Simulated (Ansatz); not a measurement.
# Gallium, simple cubic under RPBE: structure, energy and stiffness

What does RPBE give for gallium in the simple cubic structure? We relax it, solve it on a dense k-mesh, then scale the cell to 7 volumes from 88 to 112 % of the relaxed one and try a fit of the equation of state. Spin polarisation is left out. The k-meshes are 11×11×11 for the relaxation; 19×19×19 for the dense run; 13×13×13 for the volumes.

Method: DFT RPBE, plane waves (420 eV) with PAW, scalar-relativistic; the PAW data stem from PBE, with regenerated cores, in Ansatz 0.2.0.

### 1 Starting point

Symmetry: Pm-3m, No. 221, cubic system. Conventional cell: a = 2.766 Å, b = 2.766 Å, c = 2.766 Å, α = 90.00°, β = 90.00°, γ = 90.00°. Ga (site symmetry m-3m) is surrounded by 6 Ga at 2.77 Å.

As a file:

```
CELL_PARAMETERS angstrom
2.76603 0.00000 0.00000
0.00000 2.76603 0.00000
0.00000 0.00000 2.76603
ATOMIC_POSITIONS crystal
Ga 0.00000 0.00000 0.00000
```

### 2 Geometry optimisation

Contents of input.yaml:

```yaml
crystal:
  lattice:
    - [2.7660252371, 0.0, 0.0]
    - [0.0, 2.7660252371, 0.0]
    - [0.0, 0.0, 2.7660252371]
  atoms:
    - { symbol: Ga, position: [0.0, 0.0, 0.0] }
hamiltonian:
  xc: rpbe
  pseudopotentials:
    kind: paw
    azcp:
      Ga: "pseudopotentials/Ga.paw.azcp"
basis:
  ecutwfc: 420
  fft_grid_basis: typed
kpoints:
  mp_grid: { grid: [11, 11, 11], shift: [0, 0, 0] }
magnetization:
  spin_polarized: false
scf:
  occupations: { method: fermi_dirac, width: 0.1 }
relax:
  max_steps: 60
  f_tol: 0.01
  cell: {}
output:
  write_density: true
  write_potential: true
  elf: true
  volumetric_format: npy
```

Command:

```
ansatz run input.yaml --threads 2 --pin off --max-ram 5120MiB --backend cpu --events-out ev --progress --plain --runs-dir out
```

The runs that follow: Dense single point; Volume × 0.88; Volume × 0.92; Volume × 0.96; Volume × 1.0; Volume × 1.04; Volume × 1.08; Volume × 1.12.

**Question.** What will these runs give? Wanted: space group; conventional cell; volume; shortest distance; gap on the mesh; relative to alpha-Ga; V₀, B₀, B₀′.

**Answer**, as computed:

```
                      quantity                         value
space group (spins left aside)               Pm-3m (No. 221)
             conventional cell                   a = 2.762 Å
                        volume                21.080 Å³/atom
             shortest distance                       2.762 Å
               gap on the mesh  none (levels filled in part)
   relative to alpha-Ga (Cmce)                  +83 meV/atom
                   V₀, B₀, B₀′   20.888 Å³/atom, 40 GPa, 6.0
```

From the guessed start the volume shrank by 0.4 % in 3 steps. Against the reference form of gallium (alpha-Ga (Cmce), computed apart with the same settings) it stands 83 meV/atom higher. Levels at the Fermi energy are filled in part, as in a metal. B₀ comes out at 40 GPa. The symmetry was held, so the structure may be unstable against distortions that break it.
